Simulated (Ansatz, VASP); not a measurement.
## One calculation of HfB2, two programs

The input INCAR:

```
SYSTEM = HfB2
  ALGO = Normal
  EDIFF = 1E-7
  ENCUT = 520
  GGA = PS
  ISIF = 2
  ISMEAR = -1
  LASPH = .TRUE.
  LCHARG = .FALSE.
  LREAL = .FALSE.
  LWAVE = .FALSE.
  NBANDS = 15
  NELM = 100
  PREC = Accurate
  SIGMA = 0.05
```

File KPOINTS:

```
k-points
0
G
  10 10 8
  0 0 0
```

The input POSCAR:

```
HfB2
1.0
    3.1813205280      0.0000000000      0.0000000000
   -1.5906602640      2.7551043948      0.0000000000
    0.0000000000      0.0000000000      3.5257947253
Hf B
1 2
Direct
    0.0000000000      0.0000000000      0.0000000000
    0.6666666667      0.3333333333      0.5000000000
    0.3333333333      0.6666666667      0.5000000000
```

The input input.yaml:

```yaml
crystal:
  lattice:
    - [3.181320528, 0.0, 0.0]
    - [-1.590660264, 2.7551043948, 0.0]
    - [0.0, 0.0, 3.5257947253]
  atoms:
    - { symbol: Hf, position: [0.0, 0.0, 0.0] }
    - { symbol: B, position: [0.6666666667, 0.3333333333, 0.5] }
    - { symbol: B, position: [0.3333333333, 0.6666666667, 0.5] }
hamiltonian:
  xc: pbesol
  pseudopotentials: { kind: paw }
kpoints:
  mp_grid: { grid: [10, 10, 8] }
scf:
  occupations: { method: fermi_dirac, width: 0.05 }
output:
  forces: true
  stress: true
  eigenvalues: true
```

Change from the starting cell: volume scaled by 1.04.

Alike in both runs: task single point; functional PBEsol; k mesh 10 × 10 × 8; occupations fermi-dirac, width 0.05 eV; no spin polarisation.

|  | VASP | Ansatz |
| --- | --- | --- |
| version | VASP 6.6.1 | Ansatz 0.2.0 |
| potentials or method | VASP PAW PBE potentials, release 64 (Hf_pv, B) | Ansatz PAW |
| plane-wave cutoff (eV) | 520 | 420 |
| valence electrons in the cell | 16 | 32 |

```tsv
	VASP	Ansatz	Ansatz less VASP
gap on the k mesh at the Fermi level (eV)	none	none	-
pressure (GPa)	-13.5	-13.2	+0.23
largest component of the traceless stress (GPa)	0.32	0.23	-0.090
```

A gap of «none» marks a metal or a gap that the smearing closes. With one functional, cell and mesh, what is left measures potentials, basis and numerics. The two sets of potentials don't hold the same shells in valence.

Caveats: the PAW data sets were made with another functional, which shifts forces and pressure a little (VASP); the PAW data sets come from PBE, with cores solved anew for the run's functional, which leaves a small shift of forces and pressure (Ansatz). The runs have no spin-orbit coupling, so splittings on Hf are missing.
